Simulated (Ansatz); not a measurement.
# Ruthenium, omega (AlB2-type) under m-r²SCAN: from relaxation to bulk modulus, part 2 of 2

Aim: take ruthenium in the omega (AlB2-type) structure, relax it, solve it on a dense k-mesh, then scale the cell to 7 volumes from 88 to 112 % of the relaxed one and try a fit of the equation of state. The start is ferromagnetic. The k-meshes are 9×9×12 for the relaxation; 11×11×16 for the dense run; 10×10×13 for the volumes.

Ansatz 0.2.0; DFT, m-r2SCAN, plane waves (500 eV) with PAW, scalar-relativistic.

### Step 8. The cell scaled to 104 % of its volume

The input, input.yaml:

```yaml
crystal:
  lattice:
    - [4.2950081672, 0.0, 0.0]
    - [-2.1475040836, 3.7195861822, 0.0]
    - [0.0, 0.0, 2.698923023]
  atoms:
    - { symbol: Ru, position: [1.0, 1.0, 0.0], spin: 1.0 }
    - { symbol: Ru, position: [0.3333333333, 0.6666666667, 0.5], spin: 1.0 }
    - { symbol: Ru, position: [0.6666666667, 0.3333333333, 0.5], spin: 1.0 }
hamiltonian:
  xc: mr2scan
  pseudopotentials:
    kind: paw
    azcp:
      Ru: "pseudopotentials/Ru.paw.azcp"
basis:
  ecutwfc: 500
  fft_grid_basis: typed
kpoints:
  mp_grid: { grid: [10, 10, 13], shift: [0, 0, 0] }
magnetization:
  spin_polarized: true
scf:
  occupations: { method: fermi_dirac, width: 0.05 }
  lower_state_search: "off"
output:
  stress: true
```

On the command line:

```console
$ ansatz run input.yaml --threads 2 --pin off --max-ram 6144MiB --backend cpu --events-out ev --progress --plain --runs-dir out
```

The log of the run (excerpt; [...] marks lines left out):

```text
Warning: RAYON_NUM_THREADS=2 ignored (pool sized by the plan → 2); use --threads N
[...]
Pseudopotentials: kind: paw
Pseudopotential: Ru, paw, valence charge 16, recommended cutoff 500 eV (meta_gga), <dir>
Functional definition: m-r2SCAN
[...]
Crystal: 3 atoms, lattice volume = 43.117 Å³
Basis set: ecut = 500 eV, 1095 PW (Γ), exchange–correlation on 128×128×80 points (64 copies of the dense FFT grid, shifted against one another)
Bands: 31, of which v1, the nominal top of the filled ones, is band 24 counted from 1 (23 counted from 0)
Symmetry: 24 space group operations
Space group: P6/mmm (ITA 191), of the structure as read, at distance tolerance 3.5e-5 Å
Magnetic group: BNS 191.233 (UNI 1463), of the structure as read, at distance tolerance 3.5e-5 Å
k-points: 98 of 1300
[...]
Starting moments: Σ|m| = 3 μB on 3 of 3 sites
[...]
WARN: the starting moments were not kept: the SCF closed with an absolute magnetisation of 2.3e-5 μB, where they sum to 3 μB in size (3 sites). That is at most 0.1 of that sum. Measured as dr2_m measures the in/out step, that magnetisation stands 1.0e-10 eV from none, at or under the [...]
this state was not tested for a lower state beside it, because the mixer in use, unlike msr1, does not test its closes by its own steps (another_mixer; see scf.mixing.algorithm and scf.lower_state_search)
SCF converged after 21 iterations
Magnetization: -0.0000 μB (24.0000 up, 24.0000 down)
Absolute magnetization: 0.0000 μB (∫|ρ↑−ρ↓|, with the PAW one-centre terms)
Spin contamination: 0.0000 ħ² per cell (⟨S²⟩ above its minimum at these occupations)
Per-site moments (μB) at R_I (Å): [(7.116527012300596e-6, 1.1133057469875), (-6.741817156181446e-6, 1.0228862001128158), (-6.741817156243229e-6, 1.0228862001128158)]
Free energy (F): -17671.269469 eV
[...]
E sigma→0 (E₀):  -17671.256968 eV
Entropy (-TS):   -0.025002 eV (-8.334 meV/atom)
Fermi energy:    21.979159 eV
[...]
--- Stress (GPa, compression-positive) ---
      -12.113578       0.000000       0.000000
        0.000000     -12.113578       0.000000
        0.000000       0.000000      -9.927213
  P = ⅓ Tr σ = -11.3848 GPa (-113.848 kbar)
```

It took 32 s on 2 threads of Arm Neoverse V2, shared host; peak memory 0.55 GiB.

### Step 9. The cell scaled to 108 % of its volume

Changes to input.yaml since step 8:

```diff
@@ -2,5 +2,5 @@
   lattice:
-    - [4.2950081672, 0.0, 0.0]
-    - [-2.1475040836, 3.7195861822, 0.0]
-    - [0.0, 0.0, 2.698923023]
+    - [4.3493811313, 0.0, 0.0]
+    - [-2.1746905656, 3.7666745505, 0.0]
+    - [0.0, 0.0, 2.7330902327]
   atoms:
```

On the command line:

```console
$ ansatz run input.yaml --threads 2 --pin off --max-ram 6144MiB --backend cpu --events-out ev --progress --plain --runs-dir out
```

The log of the run (excerpt; [...] marks lines left out):

```text
Warning: RAYON_NUM_THREADS=2 ignored (pool sized by the plan → 2); use --threads N
[...]
[... 3 set-up lines as earlier in the session ...]
[...]
Crystal: 3 atoms, lattice volume = 44.775 Å³
Basis set: ecut = 500 eV, 1131 PW (Γ), exchange–correlation on 128×128×80 points (64 copies of the dense FFT grid, shifted against one another)
Bands: 31, of which v1, the nominal top of the filled ones, is band 24 counted from 1 (23 counted from 0)
[... 1 set-up line as earlier in the session ...]
Space group: P6/mmm (ITA 191), of the structure as read, at distance tolerance 3.6e-5 Å
Magnetic group: BNS 191.233 (UNI 1463), of the structure as read, at distance tolerance 3.6e-5 Å
k-points: 98 of 1300
[...]
Starting moments: Σ|m| = 3 μB on 3 of 3 sites
[...]
WARN: the starting moments were not kept: the SCF closed with an absolute magnetisation of 8.8e-5 μB, where they sum to 3 μB in size (3 sites). That is at most 0.1 of that sum. Measured as dr2_m measures the in/out step, that magnetisation stands 1.5e-9 eV from none, at or under the [...]
this state was not tested for a lower state beside it, because the mixer in use, unlike msr1, does not test its closes by its own steps (another_mixer; see scf.mixing.algorithm and scf.lower_state_search)
SCF converged after 21 iterations
Magnetization: 0.0000 μB (24.0000 up, 24.0000 down)
Absolute magnetization: 0.0001 μB (∫|ρ↑−ρ↓|, with the PAW one-centre terms)
Spin contamination: 0.0000 ħ² per cell (⟨S²⟩ above its minimum at these occupations)
Per-site moments (μB) at R_I (Å): [(-3.1294137407253546e-5, 1.12739972098875), (2.4762272238718525e-5, 1.035835501380144), (2.4762272238740995e-5, 1.035835501380144)]
Free energy (F): -17671.103226 eV
[...]
E sigma→0 (E₀):  -17671.089838 eV
Entropy (-TS):   -0.026774 eV (-8.925 meV/atom)
Fermi energy:    20.954839 eV
[...]
--- Stress (GPa, compression-positive) ---
      -21.476540      -0.000000       0.000000
       -0.000000     -21.476540       0.000000
        0.000000       0.000000     -18.192288
  P = ⅓ Tr σ = -20.3818 GPa (-203.818 kbar)
```

Wall time 33 s (2 threads of Arm Neoverse V2, shared host); peak memory 0.56 GiB.

### Step 10. The cell scaled to 112 % of its volume

Changes to input.yaml since step 9:

```diff
@@ -2,5 +2,5 @@
   lattice:
-    - [4.3493811313, 0.0, 0.0]
-    - [-2.1746905656, 3.7666745505, 0.0]
-    - [0.0, 0.0, 2.7330902327]
+    - [4.4024275926, 0.0, 0.0]
+    - [-2.2012137963, 3.8126141335, 0.0]
+    - [0.0, 0.0, 2.7664238866]
   atoms:
@@ -27 +27,5 @@
   stress: true
+  write_density: true
+  write_potential: true
+  elf: true
+  volumetric_format: npy
```

On the command line:

```console
$ ansatz run input.yaml --threads 2 --pin off --max-ram 6144MiB --backend cpu --events-out ev --progress --plain --runs-dir out
```

The log of the run (excerpt; [...] marks lines left out):

```text
Warning: RAYON_NUM_THREADS=2 ignored (pool sized by the plan → 2); use --threads N
[...]
[... 3 set-up lines as earlier in the session ...]
[...]
Crystal: 3 atoms, lattice volume = 46.434 Å³
Basis set: ecut = 500 eV, 1163 PW (Γ), exchange–correlation on 144×144×96 points (64 copies of the dense FFT grid, shifted against one another)
Bands: 31, of which v1, the nominal top of the filled ones, is band 24 counted from 1 (23 counted from 0)
[... 2 set-up lines as earlier in the session ...]
Magnetic group: BNS 191.233 (UNI 1463), of the structure as read, at distance tolerance 3.6e-5 Å
k-points: 98 of 1300
[...]
Starting moments: Σ|m| = 3 μB on 3 of 3 sites
[...]
WARN: the starting moments were not kept: the SCF closed with an absolute magnetisation of 1.0e-5 μB, where they sum to 3 μB in size (3 sites). That is at most 0.1 of that sum. Measured as dr2_m measures the in/out step, that magnetisation stands 4.3e-11 eV from none, at or under the [...]
this state was not tested for a lower state beside it, because the mixer in use, unlike msr1, does not test its closes by its own steps (another_mixer; see scf.mixing.algorithm and scf.lower_state_search)
SCF converged after 22 iterations
Magnetization: -0.0000 μB (24.0000 up, 24.0000 down)
Absolute magnetization: 0.0000 μB (∫|ρ↑−ρ↓|, with the PAW one-centre terms)
Spin contamination: 0.0000 ħ² per cell (⟨S²⟩ above its minimum at these occupations)
Per-site moments (μB) at R_I (Å): [(-7.974828524905162e-6, 1.1411498532225002), (1.397287508998657e-7, 1.0484688867143108), (1.3972875090421118e-7, 1.0484688867143108)]
Free energy (F): -17670.854201 eV
[...]
E sigma→0 (E₀):  -17670.839868 eV
Entropy (-TS):   -0.028667 eV (-9.556 meV/atom)
Fermi energy:    20.003166 eV
[...]
--- Stress (GPa, compression-positive) ---
      -28.839649      -0.000000       0.000000
       -0.000000     -28.839649       0.000000
        0.000000       0.000000     -24.674044
  P = ⅓ Tr σ = -27.4511 GPa (-274.511 kbar)
--- Band table (eV; the first three rows and the last of 196) ---
[...]
```

It took 54 s on 2 threads of Arm Neoverse V2, shared host; peak memory 0.63 GiB.

### Step 11. The equation of state

All volumes keep the relaxed shape and fractional coordinates.

```tsv
V (Å³/atom)	E − E₀ (meV/atom)	P from the stress (GPa)	P from the fit (GPa)
12.161	252.7	55.25	55.34
12.714	103.0	32.48	32.40
13.267	23.6	14.38	14.29
13.820	-0.1	0.01	-0.06
14.372	20.6	-11.38	-11.44
14.925	76.3	-20.38	-20.47
15.478	159.6	-27.45	-27.62
```

Fit (Birch-Murnaghan, third order): V₀ = 13.817 Å³/atom, B₀ = 319 GPa, B₀′ = 4.8, largest residual 0.08 meV/atom.

Fit and stress differ a little: one follows E(σ → 0), the other the smeared free energy.

### Step 12. Results

The summary covers parts 1 to 2.

| quantity | value |
| --- | --- |
| space group (spins left aside) | P6/mmm (No. 191) |
| conventional cell | a = 4.239 Å, c = 2.664 Å (c/a = 0.628) |
| volume | 13.820 Å³/atom |
| shortest distance | 2.448 Å |
| gap on the mesh | none (levels filled in part) |
| magnetic state | non-magnetic |
| relative to hcp | +271 meV/atom |
| V₀, B₀, B₀′ | 13.817 Å³/atom, 319 GPa, 4.8 |

From the guessed start the volume grew by 2.0 % in 6 steps. It lies 271 meV/atom above the element's reference form at the same level (hcp, from a run of its own), so it is far from stable. The starting moments do not survive. No gap shows: it is a metal or semimetal at this level. B₀ comes out at 319 GPa, among the stiffest elements; letting shape and positions relax at each volume could only lower it. Relaxation kept the symmetry; phonons were not checked.
